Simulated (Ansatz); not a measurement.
## Na: computed DOS

```yaml
crystal:
  lattice:
    - [3.76700, 0.00000, 0.00000]
    - [-1.88350, 3.26232, 0.00000]
    - [0.00000, 0.00000, 6.15400]
  atoms:
    - { symbol: Na, position: [0.33333, 0.66667, 0.25000] }
    - { symbol: Na, position: [0.66667, 0.33333, 0.75000] }
```

The cell is a measured one (Crystallography Open Database entry 9011000); the temperature and pressure of the measurement aren't taken into account, and nothing was relaxed.

Level of theory: DFT, PBE, all-electron LAPW, scalar-relativistic in Ansatz 0.2.0.

The runs use a Γ-centred 13×13×7 k mesh, Fermi–Dirac smearing of 0.05 eV, basis error target 0.25 meV/atom, no spin polarisation.

States per eV and cell, averaged over 0.4 eV, from -3.4 to 1.2 eV, with energies (bin centres) from the Fermi level; empty bins are left out. 

| E (eV) | total |
| --- | --- |
| -3.3 | 0.02 |
| -2.9 | 0.26 |
| -2.5 | 0.44 |
| -2.1 | 0.51 |
| -1.7 | 0.62 |
| -1.3 | 0.71 |
| -0.9 | 0.79 |
| -0.5 | 0.86 |
| -0.1 | 0.97 |
| 0.3 | 1.04 |
| 0.7 | 1.11 |
| 1.1 | 1.27 |
